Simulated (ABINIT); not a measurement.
Crystal: Zn.

```
Zn
1.0
     2.67000    0.00000    0.00000
    -1.33500    2.31229    0.00000
     0.00000    0.00000    4.96600
Zn
2
Cartesian
  1.3350 0.7708 3.7245
  0.0000 1.5415 1.2415
```

Base run:

* Program: ABINIT 10.8.3 (patched build)
* Functional: WC
* Potentials or basis: JTH PAW PBE v2.0
* Cutoff: 707 eV
* k mesh: 11 × 11 × 6
* Occupations: fermi-dirac, width 0.05 eV
* Spin: no spin polarisation

Its results: band gap on the k mesh none (metal or under the smearing width); pressure -5.3 GPa.

Question: The run is repeated on the same cell with these changes: functional from WC to r2SCAN. What comes out?

Answer: Band gap on the k mesh none (metal or under the smearing width); pressure -4.7 GPa.

Caveats: the PAW data sets were made with another functional, which shifts forces and pressure a little.
